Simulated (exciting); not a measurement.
# FeO (Wuestite) (Fm-3m) in exciting: further runs

The runs below take FeO (Wuestite) through band structure, real-space fields, with RPBE, RGE2+TS, PBE.

Everything below comes from runs of exciting (release sodium). Logs are shortened: lines on timing, memory, paths and dates and some standing lists are left out, and cuts for length are marked.

**The experiment to reproduce.**

“W\"ustite: Electric, thermodynamic and optical properties of FeO”, 2012, arxiv:1203.1201 quotes, for a bulk crystal of FeO: band gap 2.4 eV (optical).

How close the calculation comes is told below.

### Step 1. The crystal as given

The structure is cubic, space group Fm-3m (No. 225). Conventional cell: a = 4.311 Å, b = 4.311 Å, c = 4.311 Å, α = 90.00°, β = 90.00°, γ = 90.00°. Around Fe (site symmetry m-3m) lie 6 O at 2.16 Å. O (site symmetry m-3m) is surrounded by 6 Fe at 2.16 Å.

### Step 2. Band structure, RPBE, collinear spin, ferromagnetic start

Contents of input.xml:

```xml
<input>
  <title>FeO</title>
  <structure speciespath="./" tshift="false">
    <crystal scale="5.7602554485">
      <basevect>0.000000000000 0.707106781190 0.707106781190</basevect>
      <basevect>0.707106781190 0.000000000000 0.707106781190</basevect>
      <basevect>0.707106781190 0.707106781190 0.000000000000</basevect>
    </crystal>
    <species speciesfile="Fe.xml" rmt="2">
      <atom coord="0.000000000000 0.000000000000 0.000000000000" bfcmt="0 0 -8"/>
    </species>
    <species speciesfile="O.xml" rmt="1.45">
      <atom coord="0.500000000000 0.500000000000 0.500000000000" bfcmt="0 0 0"/>
    </species>
  </structure>
  <groundstate do="fromscratch" ngridk="8 8 8" rgkmax="6.5" gmaxvr="14" lmaxapw="10" lmaxmat="10" lmaxvr="8" stype="Fermi Dirac" swidth="0.00499791" nempty="24" ValenceRelativity="iora*" epsengy="1e-05" epspot="1e-05" maxscl="90" outputlevel="normal">
    <libxc exchange="XC_GGA_X_RPBE" correlation="XC_GGA_C_PBE"/>
    <spin reducebf="0.5"/>
  </groundstate>
  <properties>
    <bandstructure>
      <plot1d>
        <path steps="60">
          <point coord="0 0 0" label="G"/>
          <point coord="0.5 0 0.5" label="X"/>
          <point coord="0.5 0.25 0.75" label="W"/>
          <point coord="0.375 0.375 0.75" label="K"/>
          <point coord="0 0 0" label="G"/>
          <point coord="0.5 0.5 0.5" label="L"/>
          <point coord="0.625 0.25 0.625" label="U"/>
          <point coord="0.5 0.25 0.75" label="W"/>
          <point coord="0.5 0.5 0.5" label="L"/>
          <point coord="0.375 0.375 0.75" label="K" breakafter="true"/>
          <point coord="0.625 0.25 0.625" label="U"/>
          <point coord="0.5 0 0.5" label="X"/>
        </path>
      </plot1d>
    </bandstructure>
  </properties>
</input>
```

Potentials or basis: all-electron LAPW+lo, shipped species files, valence relativity iora*.

Command:

```console
OMP_NUM_THREADS=1 exciting_smp
```

INFO.OUT:

```text
================================================================================
EXCITING SODIUM started
[... 10 lines left out ...]

 Lattice vectors (cartesian) :
      0.0000000000      4.0731156890      4.0731156890
      4.0731156890      0.0000000000      4.0731156890
      4.0731156890      4.0731156890      0.0000000000

 Reciprocal lattice vectors (cartesian) :
     -0.7712996373      0.7712996373      0.7712996373
      0.7712996373     -0.7712996373      0.7712996373
      0.7712996373      0.7712996373     -0.7712996373

 Unit cell volume                           :     135.1481895805
 Brillouin zone volume                      :       1.8353942751

 Species :    1 (Fe)
     parameters loaded from                 :    Fe.xml
     name                                   :    iron
     nuclear charge                         :     -26.00000000
     electronic charge                      :      26.00000000
     atomic mass                            :  101799.20740000
     muffin-tin radius                      :       2.00000000
     # of radial points in muffin-tin       :     350

     atomic positions (lattice) :
       1 :   0.00000000  0.00000000  0.00000000

     magnetic fields (cartesian) :
       1 :   0.00000000  0.00000000 -8.00000000

 Species :    2 (O)
     parameters loaded from                 :    O.xml
     name                                   :    oxygen
     nuclear charge                         :      -8.00000000
     electronic charge                      :       8.00000000
     atomic mass                            :   29165.12203000
     muffin-tin radius                      :       1.45000000
     # of radial points in muffin-tin       :     250

     atomic positions (lattice) :
       1 :   0.50000000  0.50000000  0.50000000

     magnetic fields (cartesian) :
       1 :   0.00000000  0.00000000  0.00000000

 Total number of atoms per unit cell        :       2

 Spin treatment                             :    spin-polarised
 Global magnetic field (cartesian) :        0.00000000   0.00000000   0.00000000
 collinear magnetisation in z-direction

 Number of Bravais lattice symmetries       :      48
 Number of crystal symmetries               :      48

 k-point grid                               :       8    8    8
 Total number of k-points                   :      29
 k-point set is reduced with crystal symmetries

 R^MT_min * |G+k|_max (rgkmax)              :       6.50000000
 Species with R^MT_min                      :       2 (O)
 Maximum |G+k| for APW functions            :       4.48275862
 Maximum |G| for potential and density      :      14.00000000

 G-vector grid sizes                        :      27    27    27
 Total number of G-vectors                  :    6231

 Maximum angular momentum used for
     APW functions                          :      10
     computing H and O matrix elements      :      10
     potential and density                  :       8
     inner part of muffin-tin               :       2

 Total nuclear charge                       :     -34.00000000
 Total electronic charge                    :      34.00000000
 Total core charge                          :      12.00000000
 Total valence charge                       :      22.00000000

 Number of empty states                     :      24
 Total number of valence states             :      72

 Maximum Hamiltonian size                   :     228
 Maximum number of plane-waves              :     211
 Total number of local-orbitals             :      17

 Exchange-correlation type                  :     100
     libxc; exchange: Hammer, Hansen, and Norskov; correlation: Perdew, Burke & Ernzerhof (see libxc for references)

 Smearing scheme                            :    Fermi-Dirac
 Smearing width                             :       0.00499791

 Using multisecant Broyden potential mixing
[... 16 lines left out ...]
+ SCF iteration number :    1                                                  +
++++++++++++++++++++++++++++++++++++++++++++++++++++++++++++++++++++++++++++++++
 Total energy                               :     -1349.43132291
 _______________________________________________________________
 Fermi energy                               :         0.30746700
 Kinetic energy                             :      1365.46929989
 Coulomb energy                             :     -2649.99866777
 Exchange energy                            :       -63.43744999
 Correlation energy                         :        -1.46450504
 No external B-field energy in total energy

 DOS at Fermi energy (states/Ha/cell)       :        95.61319606

 Electron charges :
     core                                   :        12.00000000
     core leakage                           :         0.00000067
     valence                                :        22.00000000
     interstitial                           :         3.21689420
     charge in muffin-tin spheres :
                  atom     1    Fe          :        23.80390819
                  atom     2     O          :         6.97919760
     total charge in muffin-tins            :        30.78310580
     total charge                           :        34.00000000

 Moments :
     interstitial                           :         0.17801550
     moment in muffin-tin spheres :
                  atom     1    Fe          :         2.67155294
                  atom     2     O          :         0.10218884
     total moment in muffin-tins            :         2.77374178
     total moment                           :         2.95175728

++++++++++++++++++++++++++++++++++++++++++++++++++++++++++++++++++++++++++++++++
+ SCF iteration number :    2                                                  +
++++++++++++++++++++++++++++++++++++++++++++++++++++++++++++++++++++++++++++++++
 Total energy                               :     -1351.15429795
 _______________________________________________________________
 Fermi energy                               :         0.30156722
 Kinetic energy                             :      1363.83563365
 Coulomb energy                             :     -2650.15828968
 Exchange energy                            :       -63.35894885
 Correlation energy                         :        -1.47269307
 No external B-field energy in total energy

 DOS at Fermi energy (states/Ha/cell)       :       104.34144001

 Electron charges :
     core                                   :        12.00000000
     core leakage                           :         0.00000069
     valence                                :        22.00000000
     interstitial                           :         3.33580153
     charge in muffin-tin spheres :
                  atom     1    Fe          :        24.06067867
                  atom     2     O          :         6.60351980
     total charge in muffin-tins            :        30.66419847
     total charge                           :        34.00000000

 Moments :
     interstitial                           :         0.14199471
     moment in muffin-tin spheres :
                  atom     1    Fe          :         2.26901218
                  atom     2     O          :         0.09399654
     total moment in muffin-tins            :         2.36300872
     total moment                           :         2.50500343

 RMS change in effective potential (target) :   2.00136      ( 0.100000E-04)
 Absolute change in total energy   (target) :   1.72298      ( 0.100000E-04)
 Charge distance                   (target) :  0.226950E-01  ( 0.100000E-04)
[... 655 lines left out ...]
 Moments :
     interstitial                           :         0.17598615
     moment in muffin-tin spheres :
                  atom     1    Fe          :         3.53607508
                  atom     2     O          :         0.27946217
     total moment in muffin-tins            :         3.81553725
     total moment                           :         3.99152341

 RMS change in effective potential (target) :  0.955997E-07  ( 0.100000E-04)
 Absolute change in total energy   (target) :  0.398275E-05  ( 0.100000E-04)
 Charge distance                   (target) :  0.150506E-07  ( 0.100000E-04)

++++++++++++++++++++++++++++++++++++++++++++++++++++++++++++++++++++++++++++++++
+ SCF iteration number :   21                                                  +
++++++++++++++++++++++++++++++++++++++++++++++++++++++++++++++++++++++++++++++++
 Total energy                               :     -1348.28913344
 _______________________________________________________________
 Fermi energy                               :         0.33724828
 Kinetic energy                             :      1365.38992480
 Coulomb energy                             :     -2648.89015099
 Exchange energy                            :       -63.32413547
 Correlation energy                         :        -1.46477178
 No external B-field energy in total energy

 DOS at Fermi energy (states/Ha/cell)       :        39.35354457

 Electron charges :
     core                                   :        12.00000000
     core leakage                           :         0.00000068
     valence                                :        22.00000000
     interstitial                           :         3.43785092
     charge in muffin-tin spheres :
                  atom     1    Fe          :        23.89925654
                  atom     2     O          :         6.66289254
     total charge in muffin-tins            :        30.56214908
     total charge                           :        34.00000000

 Moments :
     interstitial                           :         0.17598619
     moment in muffin-tin spheres :
                  atom     1    Fe          :         3.53607504
                  atom     2     O          :         0.27946224
     total moment in muffin-tins            :         3.81553728
     total moment                           :         3.99152347

 RMS change in effective potential (target) :  0.188512E-07  ( 0.100000E-04)
 Absolute change in total energy   (target) :  0.542184E-06  ( 0.100000E-04)
 Charge distance                   (target) :  0.322582E-08  ( 0.100000E-04)

++++++++++++++++++++++++++++++++++++++++++++++++++++++++++++++++++++++++++++++++
| Convergency criteria checked for the last 2 iterations                       +
| Convergence targets achieved. Performing final SCF iteration                 +
++++++++++++++++++++++++++++++++++++++++++++++++++++++++++++++++++++++++++++++++
 Total energy                               :     -1348.28913299
 _______________________________________________________________
 Fermi energy                               :         0.33724826
 Kinetic energy                             :      1365.38992498
 Coulomb energy                             :     -2648.89015076
 Exchange energy                            :       -63.32413543
 Correlation energy                         :        -1.46477178
 No external B-field energy in total energy

 DOS at Fermi energy (states/Ha/cell)       :        39.35354400

 Electron charges :
     core                                   :        12.00000000
     core leakage                           :         0.00000068
     valence                                :        22.00000000
     interstitial                           :         3.43785097
     charge in muffin-tin spheres :
                  atom     1    Fe          :        23.89925648
                  atom     2     O          :         6.66289255
     total charge in muffin-tins            :        30.56214903
     total charge                           :        34.00000000

 Moments :
     interstitial                           :         0.17598622
     moment in muffin-tin spheres :
                  atom     1    Fe          :         3.53607510
                  atom     2     O          :         0.27946227
     total moment in muffin-tins            :         3.81553737
     total moment                           :         3.99152360

++++++++++++++++++++++++++++++++++++++++++++++++++++++++++++++++++++++++++++++++
[... 12 lines left out ...]
| EXCITING SODIUM stopped                                                      =
================================================================================
```

Wall time 92 s (1 thread of Arm Neoverse V2, shared host); peak memory 0.15 GiB.

Results:

- Free energy: -36688.9074 eV
- Band gap on the k mesh: none (metal or under the smearing width)
- Net moment: 3.99 μB per cell
- Site moments: Fe +3.54; O +0.28 μB
- All electrons inside the program's atomic spheres: Fe 23.90; O 6.66 (radii Fe 2.0, O 1.45 bohr)
- Density of states at the Fermi level: 1.45 states/eV per cell

Levels at the corners of the path, in eV from the Fermi level:
Spin up:
| point | band 11 | band 12 | band 13 | band 14 | band 15 | band 16 |
| --- | --- | --- | --- | --- | --- | --- |
| Γ | -3.86 | -3.69 | -3.69 | 0.08 | 15.36 | 17.23 |
| X | -2.83 | -2.81 | -2.81 | 5.30 | 8.76 | 10.85 |
| W | -2.94 | -2.81 | -1.74 | 7.48 | 9.03 | 9.03 |
| K | -2.67 | -2.50 | -1.73 | 6.81 | 8.78 | 8.79 |
| Γ | -3.86 | -3.69 | -3.69 | 0.08 | 15.36 | 17.23 |
| L | -2.52 | -0.37 | -0.37 | 4.10 | 8.50 | 12.56 |
| U | -2.67 | -2.50 | -1.73 | 6.81 | 8.78 | 8.79 |
| W | -2.94 | -2.81 | -1.74 | 7.48 | 9.03 | 9.03 |
| L | -2.52 | -0.37 | -0.37 | 4.10 | 8.50 | 12.56 |
| K | -2.67 | -2.50 | -1.73 | 6.81 | 8.78 | 8.79 |
| U | -2.67 | -2.50 | -1.73 | 6.81 | 8.78 | 8.79 |
| X | -2.83 | -2.81 | -2.81 | 5.30 | 8.76 | 10.85 |
Spin down:
```tsv
point	band 6	band 7	band 8	band 9	band 10	band 11	band 12	band 13
Γ	-3.32	-3.32	-3.32	-0.69	-0.69	-0.69	0.29	0.29
X	-6.92	-4.49	-4.49	-2.08	0.78	0.78	0.84	1.22
W	-6.13	-6.13	-5.56	-0.02	-0.02	0.78	1.14	1.89
K	-6.54	-6.14	-4.89	-0.77	0.60	0.69	1.38	1.83
Γ	-3.32	-3.32	-3.32	-0.69	-0.69	-0.69	0.29	0.29
L	-8.02	-5.17	-5.17	0.44	0.44	0.63	2.84	2.84
U	-6.54	-6.14	-4.89	-0.77	0.60	0.69	1.38	1.83
W	-6.13	-6.13	-5.56	-0.02	-0.02	0.78	1.14	1.89
L	-8.02	-5.17	-5.17	0.44	0.44	0.63	2.84	2.84
K	-6.54	-6.14	-4.89	-0.77	0.60	0.69	1.38	1.83
U	-6.54	-6.14	-4.89	-0.77	0.60	0.69	1.38	1.83
X	-6.92	-4.49	-4.49	-2.08	0.78	0.78	0.84	1.22
```

Caveat: the log's total energy holds no entropy term; the free energy is that total less TS from the occupations; a cell with one magnetic atom can't hold antiferromagnetic order, which such compounds often take; semilocal functionals often make such compounds metallic where correlation or magnetic order opens a gap, which also shifts bond lengths.

(Part 1 of 2 ends here.)
